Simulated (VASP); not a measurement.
The system is Li.

```
Li
1.0
     0.00000    2.20200    2.20200
     2.20200    0.00000    2.20200
     2.20200    2.20200    0.00000
Li
1
Direct
  0.00000 0.00000 0.00000
```

This isn't the form of Li at room conditions, which is bcc.

| Item | Value |
| --- | --- |
| Program | VASP 6.6.1 |
| Task | relaxation of cell and atoms |
| Functional | PBEsol |
| Potentials or basis | VASP PAW PBE potentials, release 64 (Li_sv) |
| Cutoff | 600 eV |
| k mesh | 16 × 16 × 16 |
| Occupations | gaussian, width 0.1 eV |
| Spin | no spin polarisation |

At the start: pressure -0.8 GPa; volume 21.35 Å³/atom.

**Question.** Where does the relaxation end?

**Answer.** Over 4 steps the energy falls by 3.8 meV/atom and the volume is 19.93 Å³/atom (-6.7 %); space group Fm-3m (No. 225, to 0.05 Å).

Step by step:
| step | energy change (eV) | largest force (eV/Å) | pressure (GPa) | volume (Å³) |
| --- | --- | --- | --- | --- |
| 1 | 0.0000 | 0.0000 | -0.78 | 21.35 |
| 2 | -0.0015 | 0.0000 | -0.66 | 21.03 |
| 3 | -0.0038 | 0.0000 | -0.10 | 20.09 |
| 4 | -0.0038 | 0.0000 | -0.01 | 19.93 |

Final structure:
```
Li
1.0
     0.00000    2.15191    2.15191
     2.15191    0.00000    2.15191
     2.15191    2.15191    0.00000
Li
1
Direct
  0.00000 0.00000 0.00000
```

Caveat: the cutoff is under 1.25 times the usual one of these potentials, so pressure, stress and relaxed cells hold a basis-set (Pulay) error; the PAW data sets were made with another functional, which shifts forces and pressure a little.
